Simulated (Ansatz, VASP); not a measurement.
## SnSe in VASP and in Ansatz

```
Sn Se
1.0
     0.00000    2.98489    2.98489
     2.98489    0.00000    2.98489
     2.98489    2.98489    0.00000
Sn Se
1 1
Cartesian
  0.0000 0.0000 0.0000
  2.9849 2.9849 2.9849
```

Alike in both runs: task single point; functional PBE; k mesh 6 × 6 × 6; no spin polarisation.

|  | VASP | Ansatz |
| --- | --- | --- |
| version | VASP 6.6.1 | Ansatz 0.2.0 |
| potentials or method | VASP PAW PBE potentials, release 64 (Sn_d, Se) | plane waves, PAW |
| plane-wave cutoff (eV) | 520 | 420 |
| occupations | gaussian, width 0.01 eV | fixed |
| valence electrons in the cell | 20 | 30 |

|  | VASP | Ansatz | Ansatz less VASP |
| --- | --- | --- | --- |
| gap on the k mesh at the Fermi level (eV) | 0.69 | 0.69 | -0.001 |

The two sets of potentials don't hold the same shells in valence.

Caveats: spin-orbit coupling is left out, which moves the levels of the heavy elements. A k mesh can miss the band edges.
